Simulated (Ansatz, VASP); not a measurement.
# Two plane-wave programs on SnTe

```
CELL_PARAMETERS angstrom
3.90470 0.00000 0.00000
0.00000 3.90470 0.00000
0.00000 0.00000 3.90470
ATOMIC_POSITIONS crystal
Sn 0.00000 0.00000 0.00000
Te 0.50000 0.50000 0.50000
```

Measurements of this composition are mostly on another form, of space group No. 225.

Alike in both runs: task single point; functional PBE; dispersion D3(BJ); k mesh 12 × 12 × 12; occupations gaussian, width 0.15 eV; no spin polarisation.

```csv
,VASP,Ansatz
version,VASP 6.6.1,Ansatz 0.2.0
potentials or method,"VASP PAW PBE potentials, release 64 (Sn_d, Te)","scalar-relativistic, plane waves, PAW"
plane-wave cutoff (eV),520,420
valence electrons in the cell,20,30
```

```csv
,VASP,Ansatz,Ansatz less VASP
gap on the k mesh at the Fermi level (eV),none,none,-
pressure (GPa),-2.5,-2.4,+0.06
```

A gap of «none» marks a metal or a gap that the smearing closes. The two sets of potentials don't hold the same shells in valence. Ansatz warned: «dispersion_switch_in_reach».

Caveats: pairwise dispersion overbinds metals, which lowers pressure and volume. Spin-orbit coupling is left out, which matters for the levels of Te.
